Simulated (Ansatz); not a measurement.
# BP: pressure up to the limit of the methods

One table from this session's results is given with a row withheld; the runs are named, their logs left out.

Method: DFT PBE, with the methods named in each step, in Ansatz 0.2.0.

### Starting point

It takes space group Fm-3m (No. 225, cubic). Conventional cell: a = 4.309 Å, b = 4.309 Å, c = 4.309 Å, α = 90.00°, β = 90.00°, γ = 90.00°. Around B (site symmetry m-3m) lie 6 P at 2.15 Å. Around P (site symmetry m-3m) lie 6 B at 2.15 Å.

Structure file:

```cif
data_structure
_symmetry_space_group_name_H-M 'Fm-3m'
_symmetry_Int_Tables_number 225
_cell_length_a 4.3089
_cell_length_b 4.3089
_cell_length_c 4.3089
_cell_angle_alpha 90.000
_cell_angle_beta 90.000
_cell_angle_gamma 90.000
_cell_volume 80.00
loop_
_atom_site_label
_atom_site_type_symbol
_atom_site_symmetry_multiplicity
_atom_site_Wyckoff_symbol
_atom_site_fract_x
_atom_site_fract_y
_atom_site_fract_z
_atom_site_occupancy
B1 B 4 a 0.00000 0.00000 0.00000 1
P1 P 4 b 0.50000 0.00000 0.00000 1
```

The file gives the conventional cell by its symmetry; the runs use the cell typed in the input.

Whether this phase is the stable one at these pressures isn't tested.

Atoms are numbered in the order of the input: B1, P2.

Set-up of the first run:

File input.yaml:

```yaml
crystal:
  lattice:
    - [0.0, 2.15443469, 2.15443469]
    - [2.15443469, 0.0, 2.15443469]
    - [2.15443469, 2.15443469, 0.0]
  atoms:
    - { symbol: B, position: [0.0, 0.0, 0.0] }
    - { symbol: P, position: [0.5, 0.5, 0.5] }
kpoints:
  mp_grid: { grid: [17, 17, 17] }
scf:
  occupations: { method: fermi_dirac, width: 0.08 }
hamiltonian:
  xc: pbe
  pseudopotentials: { kind: paw }
output:
  forces: true
  stress: true
  write_density: true
  write_potential: true
  elf: true
  volumetric_format: npy
relax:
  f_tol: 0.005
  max_steps: 40
  cell: {}
```

Run with:

```bash
$ ansatz run input.yaml --threads 1 --pin off --max-ram 2048MiB --backend cpu --events-out ev --progress --plain --runs-dir out
```

Among the steps run: Cell relaxed at zero pressure, PAW; Volume scaled by 1, PAW; Volume scaled by 0.94, PAW; Volume scaled by 0.94, PAW (cutoff 250 eV); Volume scaled by 0.88, PAW; Volume scaled by 0.8, PAW; Volume scaled by 0.72, PAW; Volume scaled by 0.64, PAW; Volume scaled by 0.55, PAW; Volume scaled by 0.55, PAW (source ansatz).

One of the session's tables, all rows but one given; the rest of the session is left out.

```
             method  volume over the first  volume (Å³/atom)  pressure (GPa)
                PAW                      1            10.080            0.01
                PAW                   0.94             9.475           11.11
                PAW                   0.88             8.871           25.97
                PAW                    0.8             8.064           54.21
                PAW                   0.72                 ?               ?
                PAW                   0.64             6.451          161.80
                PAW                   0.55             5.544          279.68
PAW (cutoff 250 eV)                   0.94             9.475           10.97
PAW (source ansatz)                   0.55             5.544          280.18
```

Q: Estimate the row for PAW, 0.72 from the others.

As computed: volume (Å³/atom): 7.258; pressure (GPa): 96.83. In the column «volume (Å³/atom)» it lies between PAW, 0.64 (6.451) and PAW, 0.8 (8.064).

Caveats from the session: Warnings in the runs' records: cutoff below recommended.
